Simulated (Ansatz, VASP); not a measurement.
# Cross-check of Si3Ge between VASP and Ansatz, part 2 of 3

Aim: how closely do two programs agree when they are given the same cell, functional and k mesh? The cell is generated by rule, not measured, and may not be a known phase. The cell is taken from a series of runs on this material, whose earlier steps may have relaxed, scaled, displaced or heated it; both programs get it as it stands.

VASP 6.6.1 and Ansatz 0.2.0.

So far: The structure; Ansatz: zone-centre phonons, PBEsol.

**3. VASP: zone-centre phonons, PBEsol**

Level of this step: PBEsol; plane waves and PAW (Si, Ge_d); invented cell (VASP).

The same cell, functional and mesh now go to VASP, with its own data sets.

Lines of VASP's logs that name or quote its potential files are left out, and so is its time.

INCAR

```
SYSTEM = Si3Ge
PREC = Accurate
ENCUT = 500
EDIFF = 1E-08
NELM = 120
ISMEAR = 0
SIGMA = 0.01
LREAL = .FALSE.
ALGO = Normal
GGA = PS
NBANDS = 34
LORBIT = 11
LWAVE = .FALSE.
LCHARG = .FALSE.
ISIF = 2
ISYM = 2
IBRION = 8
LASPH = .TRUE.
GGA_COMPAT = .FALSE.
EFERMI = MIDGAP
KPAR = 2
```

POSCAR

```
Si3Ge
1.0
    5.4858735417     -0.0010629222     -0.0010629222
   -0.0010629222      5.4858735417     -0.0010629222
   -0.0010629222     -0.0010629222      5.4858735417
Si Ge
6 2
Direct
    0.5026137299      0.5026137299      0.9973259123
    0.5026137299      0.9973259123      0.5026137299
    0.9973259123      0.5026137299      0.5026137299
    0.7473862701      0.7473862701      0.2526740877
    0.7473862701      0.2526740877      0.7473862701
    0.2526740877      0.7473862701      0.7473862701
    0.9971193487      0.9971193487      0.9971193487
    0.2528806513      0.2528806513      0.2528806513
```

KPOINTS

```
Points of the shifted mesh
216
Reciprocal
 0.0833333333  0.0833333333  0.0833333333 1
 0.0833333333  0.0833333333  0.2500000000 1
 0.0833333333  0.0833333333  0.4166666667 1
 0.0833333333  0.0833333333  0.5833333333 1
 0.0833333333  0.0833333333  0.7500000000 1
 0.0833333333  0.0833333333  0.9166666667 1
 0.0833333333  0.2500000000  0.0833333333 1
 0.0833333333  0.2500000000  0.2500000000 1
 0.0833333333  0.2500000000  0.4166666667 1
 0.0833333333  0.2500000000  0.5833333333 1
 0.0833333333  0.2500000000  0.7500000000 1
 0.0833333333  0.2500000000  0.9166666667 1
 0.0833333333  0.4166666667  0.0833333333 1
 0.0833333333  0.4166666667  0.2500000000 1
 0.0833333333  0.4166666667  0.4166666667 1
 0.0833333333  0.4166666667  0.5833333333 1
 0.0833333333  0.4166666667  0.7500000000 1
 0.0833333333  0.4166666667  0.9166666667 1
 0.0833333333  0.5833333333  0.0833333333 1
 0.0833333333  0.5833333333  0.2500000000 1
 0.0833333333  0.5833333333  0.4166666667 1
 0.0833333333  0.5833333333  0.5833333333 1
 0.0833333333  0.5833333333  0.7500000000 1
 0.0833333333  0.5833333333  0.9166666667 1
 0.0833333333  0.7500000000  0.0833333333 1
 0.0833333333  0.7500000000  0.2500000000 1
 0.0833333333  0.7500000000  0.4166666667 1
 0.0833333333  0.7500000000  0.5833333333 1
 0.0833333333  0.7500000000  0.7500000000 1
 0.0833333333  0.7500000000  0.9166666667 1
 0.0833333333  0.9166666667  0.0833333333 1
 0.0833333333  0.9166666667  0.2500000000 1
 0.0833333333  0.9166666667  0.4166666667 1
 0.0833333333  0.9166666667  0.5833333333 1
 0.0833333333  0.9166666667  0.7500000000 1
 0.0833333333  0.9166666667  0.9166666667 1
 0.2500000000  0.0833333333  0.0833333333 1
 0.2500000000  0.0833333333  0.2500000000 1
 0.2500000000  0.0833333333  0.4166666667 1
 0.2500000000  0.0833333333  0.5833333333 1
 0.2500000000  0.0833333333  0.7500000000 1
 0.2500000000  0.0833333333  0.9166666667 1
 0.2500000000  0.2500000000  0.0833333333 1
 0.2500000000  0.2500000000  0.2500000000 1
 0.2500000000  0.2500000000  0.4166666667 1
 0.2500000000  0.2500000000  0.5833333333 1
 0.2500000000  0.2500000000  0.7500000000 1
 0.2500000000  0.2500000000  0.9166666667 1
 0.2500000000  0.4166666667  0.0833333333 1
 0.2500000000  0.4166666667  0.2500000000 1
 0.2500000000  0.4166666667  0.4166666667 1
 0.2500000000  0.4166666667  0.5833333333 1
 0.2500000000  0.4166666667  0.7500000000 1
 0.2500000000  0.4166666667  0.9166666667 1
 0.2500000000  0.5833333333  0.0833333333 1
 0.2500000000  0.5833333333  0.2500000000 1
 0.2500000000  0.5833333333  0.4166666667 1
 0.2500000000  0.5833333333  0.5833333333 1
 0.2500000000  0.5833333333  0.7500000000 1
 0.2500000000  0.5833333333  0.9166666667 1
 0.2500000000  0.7500000000  0.0833333333 1
 0.2500000000  0.7500000000  0.2500000000 1
 0.2500000000  0.7500000000  0.4166666667 1
 0.2500000000  0.7500000000  0.5833333333 1
 0.2500000000  0.7500000000  0.7500000000 1
 0.2500000000  0.7500000000  0.9166666667 1
 0.2500000000  0.9166666667  0.0833333333 1
 0.2500000000  0.9166666667  0.2500000000 1
 0.2500000000  0.9166666667  0.4166666667 1
 0.2500000000  0.9166666667  0.5833333333 1
 0.2500000000  0.9166666667  0.7500000000 1
 0.2500000000  0.9166666667  0.9166666667 1
 0.4166666667  0.0833333333  0.0833333333 1
 0.4166666667  0.0833333333  0.2500000000 1
 0.4166666667  0.0833333333  0.4166666667 1
 0.4166666667  0.0833333333  0.5833333333 1
 0.4166666667  0.0833333333  0.7500000000 1
 0.4166666667  0.0833333333  0.9166666667 1
 0.4166666667  0.2500000000  0.0833333333 1
 0.4166666667  0.2500000000  0.2500000000 1
 0.4166666667  0.2500000000  0.4166666667 1
 0.4166666667  0.2500000000  0.5833333333 1
 0.4166666667  0.2500000000  0.7500000000 1
 0.4166666667  0.2500000000  0.9166666667 1
 0.4166666667  0.4166666667  0.0833333333 1
 0.4166666667  0.4166666667  0.2500000000 1
 0.4166666667  0.4166666667  0.4166666667 1
 0.4166666667  0.4166666667  0.5833333333 1
 0.4166666667  0.4166666667  0.7500000000 1
 0.4166666667  0.4166666667  0.9166666667 1
 0.4166666667  0.5833333333  0.0833333333 1
 0.4166666667  0.5833333333  0.2500000000 1
 0.4166666667  0.5833333333  0.4166666667 1
 0.4166666667  0.5833333333  0.5833333333 1
 0.4166666667  0.5833333333  0.7500000000 1
 0.4166666667  0.5833333333  0.9166666667 1
 0.4166666667  0.7500000000  0.0833333333 1
 0.4166666667  0.7500000000  0.2500000000 1
 0.4166666667  0.7500000000  0.4166666667 1
 0.4166666667  0.7500000000  0.5833333333 1
 0.4166666667  0.7500000000  0.7500000000 1
 0.4166666667  0.7500000000  0.9166666667 1
 0.4166666667  0.9166666667  0.0833333333 1
 0.4166666667  0.9166666667  0.2500000000 1
 0.4166666667  0.9166666667  0.4166666667 1
 0.4166666667  0.9166666667  0.5833333333 1
 0.4166666667  0.9166666667  0.7500000000 1
 0.4166666667  0.9166666667  0.9166666667 1
 0.5833333333  0.0833333333  0.0833333333 1
 0.5833333333  0.0833333333  0.2500000000 1
 0.5833333333  0.0833333333  0.4166666667 1
 0.5833333333  0.0833333333  0.5833333333 1
 0.5833333333  0.0833333333  0.7500000000 1
 0.5833333333  0.0833333333  0.9166666667 1
 0.5833333333  0.2500000000  0.0833333333 1
 0.5833333333  0.2500000000  0.2500000000 1
 0.5833333333  0.2500000000  0.4166666667 1
 0.5833333333  0.2500000000  0.5833333333 1
 0.5833333333  0.2500000000  0.7500000000 1
 0.5833333333  0.2500000000  0.9166666667 1
 0.5833333333  0.4166666667  0.0833333333 1
 0.5833333333  0.4166666667  0.2500000000 1
 0.5833333333  0.4166666667  0.4166666667 1
 0.5833333333  0.4166666667  0.5833333333 1
 0.5833333333  0.4166666667  0.7500000000 1
 0.5833333333  0.4166666667  0.9166666667 1
 0.5833333333  0.5833333333  0.0833333333 1
 0.5833333333  0.5833333333  0.2500000000 1
 0.5833333333  0.5833333333  0.4166666667 1
 0.5833333333  0.5833333333  0.5833333333 1
 0.5833333333  0.5833333333  0.7500000000 1
 0.5833333333  0.5833333333  0.9166666667 1
 0.5833333333  0.7500000000  0.0833333333 1
 0.5833333333  0.7500000000  0.2500000000 1
 0.5833333333  0.7500000000  0.4166666667 1
 0.5833333333  0.7500000000  0.5833333333 1
 0.5833333333  0.7500000000  0.7500000000 1
 0.5833333333  0.7500000000  0.9166666667 1
 0.5833333333  0.9166666667  0.0833333333 1
 0.5833333333  0.9166666667  0.2500000000 1
 0.5833333333  0.9166666667  0.4166666667 1
 0.5833333333  0.9166666667  0.5833333333 1
 0.5833333333  0.9166666667  0.7500000000 1
 0.5833333333  0.9166666667  0.9166666667 1
 0.7500000000  0.0833333333  0.0833333333 1
 0.7500000000  0.0833333333  0.2500000000 1
 0.7500000000  0.0833333333  0.4166666667 1
 0.7500000000  0.0833333333  0.5833333333 1
 0.7500000000  0.0833333333  0.7500000000 1
 0.7500000000  0.0833333333  0.9166666667 1
 0.7500000000  0.2500000000  0.0833333333 1
 0.7500000000  0.2500000000  0.2500000000 1
 0.7500000000  0.2500000000  0.4166666667 1
 0.7500000000  0.2500000000  0.5833333333 1
 0.7500000000  0.2500000000  0.7500000000 1
 0.7500000000  0.2500000000  0.9166666667 1
 0.7500000000  0.4166666667  0.0833333333 1
 0.7500000000  0.4166666667  0.2500000000 1
 0.7500000000  0.4166666667  0.4166666667 1
 0.7500000000  0.4166666667  0.5833333333 1
 0.7500000000  0.4166666667  0.7500000000 1
 0.7500000000  0.4166666667  0.9166666667 1
 0.7500000000  0.5833333333  0.0833333333 1
 0.7500000000  0.5833333333  0.2500000000 1
 0.7500000000  0.5833333333  0.4166666667 1
 0.7500000000  0.5833333333  0.5833333333 1
 0.7500000000  0.5833333333  0.7500000000 1
 0.7500000000  0.5833333333  0.9166666667 1
 0.7500000000  0.7500000000  0.0833333333 1
 0.7500000000  0.7500000000  0.2500000000 1
 0.7500000000  0.7500000000  0.4166666667 1
 0.7500000000  0.7500000000  0.5833333333 1
 0.7500000000  0.7500000000  0.7500000000 1
 0.7500000000  0.7500000000  0.9166666667 1
 0.7500000000  0.9166666667  0.0833333333 1
 0.7500000000  0.9166666667  0.2500000000 1
 0.7500000000  0.9166666667  0.4166666667 1
 0.7500000000  0.9166666667  0.5833333333 1
 0.7500000000  0.9166666667  0.7500000000 1
 0.7500000000  0.9166666667  0.9166666667 1
 0.9166666667  0.0833333333  0.0833333333 1
 0.9166666667  0.0833333333  0.2500000000 1
 0.9166666667  0.0833333333  0.4166666667 1
 0.9166666667  0.0833333333  0.5833333333 1
 0.9166666667  0.0833333333  0.7500000000 1
 0.9166666667  0.0833333333  0.9166666667 1
 0.9166666667  0.2500000000  0.0833333333 1
 0.9166666667  0.2500000000  0.2500000000 1
 0.9166666667  0.2500000000  0.4166666667 1
 0.9166666667  0.2500000000  0.5833333333 1
 0.9166666667  0.2500000000  0.7500000000 1
 0.9166666667  0.2500000000  0.9166666667 1
 0.9166666667  0.4166666667  0.0833333333 1
 0.9166666667  0.4166666667  0.2500000000 1
 0.9166666667  0.4166666667  0.4166666667 1
 0.9166666667  0.4166666667  0.5833333333 1
 0.9166666667  0.4166666667  0.7500000000 1
 0.9166666667  0.4166666667  0.9166666667 1
 0.9166666667  0.5833333333  0.0833333333 1
 0.9166666667  0.5833333333  0.2500000000 1
 0.9166666667  0.5833333333  0.4166666667 1
 0.9166666667  0.5833333333  0.5833333333 1
 0.9166666667  0.5833333333  0.7500000000 1
 0.9166666667  0.5833333333  0.9166666667 1
 0.9166666667  0.7500000000  0.0833333333 1
 0.9166666667  0.7500000000  0.2500000000 1
 0.9166666667  0.7500000000  0.4166666667 1
 0.9166666667  0.7500000000  0.5833333333 1
 0.9166666667  0.7500000000  0.7500000000 1
 0.9166666667  0.7500000000  0.9166666667 1
 0.9166666667  0.9166666667  0.0833333333 1
 0.9166666667  0.9166666667  0.2500000000 1
 0.9166666667  0.9166666667  0.4166666667 1
 0.9166666667  0.9166666667  0.5833333333 1
 0.9166666667  0.9166666667  0.7500000000 1
 0.9166666667  0.9166666667  0.9166666667 1
```

Potentials, in the order of the species: Si and Ge_d (PBE family, release 64).

Launch:

```
$ mpirun -np 2 vasp_std
```

Log:

```text
[banner, memory and clock lines left out]
running    2 mpi-ranks, on    1 nodes
 distrk:  each k-point on    1 cores,    2 groups
 distr:  one band on    1 cores,    1 groups

 POSCAR found type information on POSCAR SiGe
 POSCAR found :  2 types and       8 ions
|                                                                             |
|               ----> ADVICE to this user running VASP <----                  |
|                                                                             |
|     You enforced a specific xc type in the INCAR file but a different       |
|     [... a line on the potential file left out ...]
|     I HOPE YOU KNOW WHAT YOU ARE DOING!                                     |
|                                                                             |

 LDA part: xc-table for (Slater+PW92), standard interpolation
 POSCAR, INCAR and KPOINTS ok, starting setup
 FFT: planning ... GRIDC
 FFT: planning ... GRID_SOFT
 FFT: planning ... GRID
 WAVECAR not read
 entering main loop
       N       E                     dE             d eps       ncg     rms          rms(c)
DAV:   1     0.383270285868E+03    0.38327E+03   -0.22683E+04 18124   0.242E+03
DAV:   2     0.224564838060E+02   -0.36081E+03   -0.34553E+03 14824   0.660E+02
DAV:   3    -0.416288792811E+02   -0.64085E+02   -0.62562E+02 17016   0.156E+02
DAV:   4    -0.450197946815E+02   -0.33909E+01   -0.33736E+01 18574   0.417E+01
DAV:   5    -0.451087248903E+02   -0.88930E-01   -0.88823E-01 18528   0.712E+00    0.914E+00
DAV:   6    -0.445497441123E+02    0.55898E+00   -0.29018E-01 18154   0.293E+00    0.541E+00
DAV:   7    -0.442916681056E+02    0.25808E+00   -0.50139E-01 17032   0.329E+00    0.351E-01
DAV:   8    -0.442944988068E+02   -0.28307E-02   -0.40239E-02 18692   0.180E+00    0.184E-01
DAV:   9    -0.442950783601E+02   -0.57955E-03   -0.23686E-03 18564   0.369E-01    0.114E-01
DAV:  10    -0.442951958448E+02   -0.11748E-03   -0.25209E-04 18772   0.956E-02    0.480E-02
DAV:  11    -0.442952234297E+02   -0.27585E-04   -0.51426E-05 17588   0.375E-02    0.649E-03
DAV:  12    -0.442952235439E+02   -0.11422E-06   -0.47248E-06 19994   0.176E-02    0.354E-03
DAV:  13    -0.442952237012E+02   -0.15732E-06   -0.55640E-07 17790   0.448E-03    0.202E-03
DAV:  14    -0.442952237863E+02   -0.85125E-07   -0.46473E-08 16318   0.133E-03    0.454E-04
DAV:  15    -0.442952237837E+02    0.26112E-08   -0.12552E-08 11202   0.150E-03
   1 F= -.44295224E+02 E0= -.44295224E+02  d E =0.000000E+00
 Linear response reoptimize wavefunctions to high precision
DAV:   1    -0.442952237842E+02   -0.48931E-09   -0.34237E-09 11496   0.394E-04
DAV:   2    -0.442952237843E+02   -0.10641E-09   -0.66642E-10  9486   0.210E-04
DAV:   3    -0.442952237843E+02    0.81855E-11   -0.21450E-10  9372   0.118E-04
 Linear response DOF=           3
 Linear response progress:
  Degree of freedom:   1/  3
       N       E                     dE             d eps       ncg     rms          rms(c)
RMM:   1    -0.264733063008E-01   -0.26473E-01    0.93573E-03 32905   0.959E-01
RMM:   2    -0.212138617394E-01    0.52594E-02   -0.36033E-03 25927   0.413E-01    0.941E-02
RMM:   3    -0.211868350667E-01    0.27027E-04   -0.34574E-04 27489   0.157E-01    0.533E-02
RMM:   4    -0.212378523383E-01   -0.51017E-04   -0.11371E-04 27819   0.539E-02    0.128E-02
RMM:   5    -0.212314200642E-01    0.64323E-05   -0.62822E-06 29861   0.187E-02    0.423E-03
RMM:   6    -0.212299484134E-01    0.14717E-05    0.91429E-07 29692   0.552E-03    0.155E-03
RMM:   7    -0.212298465194E-01    0.10189E-06   -0.36013E-08 29943   0.200E-03    0.421E-04
RMM:   8    -0.212296479758E-01    0.19854E-06   -0.19888E-07 29072   0.691E-04    0.123E-04
RMM:   9    -0.212297489045E-01   -0.10093E-06   -0.72507E-08 30676   0.294E-04    0.347E-05
RMM:  10    -0.212297219562E-01    0.26948E-07   -0.10097E-07 30335   0.157E-04    0.164E-05
RMM:  11    -0.212297091999E-01    0.12756E-07   -0.72406E-08 30689   0.122E-04    0.431E-06
RMM:  12    -0.212297043991E-01    0.48008E-08   -0.77175E-08 32571   0.104E-04    0.168E-06
 first order change of Fermi-energy  -0.35133E+00
 force on displaced ion       1 direction 1 : -12.987   0.131  -0.118
 Linear response progress:
  Degree of freedom:   2/  3
       N       E                     dE             d eps       ncg     rms          rms(c)
RMM:   1    -0.265530160213E-01   -0.26553E-01    0.11908E-02 32546   0.974E-01
RMM:   2    -0.213034835782E-01    0.52495E-02   -0.37918E-03 25877   0.420E-01    0.953E-02
RMM:   3    -0.212842426351E-01    0.19241E-04   -0.36351E-04 27406   0.161E-01    0.542E-02
RMM:   4    -0.213395160139E-01   -0.55273E-04   -0.12214E-04 27189   0.625E-02    0.129E-02
RMM:   5    -0.213345300502E-01    0.49860E-05   -0.67868E-06 29315   0.231E-02    0.473E-03
RMM:   6    -0.213325859023E-01    0.19441E-05   -0.11940E-06 29342   0.826E-03    0.161E-03
RMM:   7    -0.213325087670E-01    0.77135E-07   -0.41627E-07 29342   0.339E-03    0.562E-04
RMM:   8    -0.213322540076E-01    0.25476E-06   -0.16732E-07 28865   0.104E-03    0.162E-04
RMM:   9    -0.213323347734E-01   -0.80766E-07    0.58574E-08 30518   0.474E-04    0.440E-05
RMM:  10    -0.213323350317E-01   -0.25830E-09    0.50568E-08 30566   0.225E-04    0.216E-05
 first order change of Fermi-energy   0.63752E-01
 force on displaced ion       1 direction 3 :  -0.118  -0.118 -13.366
 Linear response progress:
  Degree of freedom:   3/  3
       N       E                     dE             d eps       ncg     rms          rms(c)
RMM:   1    -0.191697544720E+00   -0.19170E+00    0.87454E+00 16416   0.515E+01
RMM:   2    -0.199327699254E+00   -0.76302E-02   -0.21569E-02 26716   0.794E-01    0.860E-02
RMM:   3    -0.199511240135E+00   -0.18354E-03   -0.98746E-04 29839   0.204E-01    0.506E-02
RMM:   4    -0.199516030012E+00   -0.47899E-05   -0.94697E-05 29012   0.580E-02    0.818E-03
RMM:   5    -0.199510511982E+00    0.55180E-05   -0.13585E-05 28847   0.218E-02    0.373E-03
RMM:   6    -0.199508723476E+00    0.17885E-05   -0.15269E-06 30145   0.752E-03    0.121E-03
RMM:   7    -0.199510268969E+00   -0.15455E-05   -0.26607E-07 29342   0.212E-03    0.366E-04
RMM:   8    -0.199510897980E+00   -0.62901E-06   -0.19265E-07 30725   0.960E-04    0.781E-05
RMM:   9    -0.199510774880E+00    0.12310E-06    0.76196E-09 31305   0.481E-04    0.384E-05
RMM:  10    -0.199510679628E+00    0.95252E-07   -0.17045E-08 31896   0.326E-04    0.156E-05
RMM:  11    -0.199510667721E+00    0.11907E-07    0.62299E-08 31529   0.264E-04    0.511E-06
RMM:  12    -0.199510699377E+00   -0.31656E-07    0.37891E-08 33165   0.234E-04    0.208E-06
RMM:  13    -0.199510711640E+00   -0.12263E-07    0.53268E-08 33340   0.219E-04    0.125E-06
RMM:  14    -0.199510718365E+00   -0.67252E-08    0.35662E-08 33897   0.212E-04    0.286E-07
 first order change of Fermi-energy  -0.30009E-02
 force on displaced ion       7 direction 1 : -12.385   0.135   0.135
 Linear response finished
```

[end of part 2 of 3]

[Lines on the potential files, build, host, timing and source positions are cut from VASP's logs without a mark.]

[Logs are printed without paths, hosts, clocks, repeated set-up lines and the standing remarks that a program may print on its own settings, such as how far it seeks lower states.]

[Hosts, paths, dates, database ids (printed as entryN), source tags and the programs' standing remarks are cut or masked in the printed files.]
